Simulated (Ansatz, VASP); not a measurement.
**Al2Cu in VASP and in Ansatz**

INCAR

```
SYSTEM = Al2Cu
PREC = Accurate ; ENCUT = 520
EDIFF = 1E-7 ; ISMEAR = 0
SIGMA = 0.15 ; LREAL = .FALSE.
LASPH = .TRUE. ; NELM = 60
ALGO = Normal ; ISIF = 2
LWAVE = .FALSE. ; LCHARG = .FALSE.
GGA = PE ; NBANDS = 16
```

Contents of KPOINTS:

```
Automatic mesh
0
G
  10 10 14
  0 0 0
```

File POSCAR:

```
Al2Cu
1.0
    4.1211626268      0.0000000000      0.0000000000
    0.0000000000      4.1211626268      0.0000000000
    0.0000000000      0.0000000000      2.8847334069
Al Cu
2 1
Direct
    0.5000000000      0.0000000000      0.5000000000
    0.0000000000      0.5000000000      0.5000000000
    0.0000000000      0.0000000000      0.0000000000
```

Input for Ansatz:

```yaml
crystal:
  lattice:
    - [4.1211626268, 0.0, 0.0]
    - [0.0, 4.1211626268, 0.0]
    - [0.0, 0.0, 2.8847334069]
  atoms:
    - { symbol: Al, position: [0.5, 0.0, 0.5] }
    - { symbol: Al, position: [0.0, 0.5, 0.5] }
    - { symbol: Cu, position: [0.0, 0.0, 0.0] }
basis:
  ecutwfc: 520.0
kpoints:
  mp_grid: { grid: [10, 10, 14] }
hamiltonian:
  xc: pbe
  pseudopotentials: { kind: paw, azcp: { folder: soft_1 } }
scf:
  occupations: { method: gaussian, width: 0.15 }
output:
  forces: true
  stress: true
  eigenvalues: true
```

The cell comes from a database or a generator and needn't be the stable form of this composition.

Alike in both runs: task single point; functional PBE; k mesh 10 × 10 × 14; occupations gaussian, width 0.15 eV; no spin polarisation.

|  | VASP | Ansatz |
| --- | --- | --- |
| version | VASP 6.6.1 | Ansatz 0.2.0 |
| potentials or method | VASP PAW PBE potentials, release 64 (Al, Cu) | scalar-relativistic, plane waves, PAW |
| plane-wave cutoff (eV) | 520 | 520 |
| valence electrons in the cell | 17 | 25 |

|  | VASP | Ansatz | Ansatz less VASP |
| --- | --- | --- | --- |
| gap on the k mesh at the Fermi level (eV) | none | none | - |
| pressure (GPa) | 0.2 | 0.0 | -0.18 |

A gap of «none» marks a metal or a gap that the smearing closes. The two sets of potentials don't hold the same shells in valence.
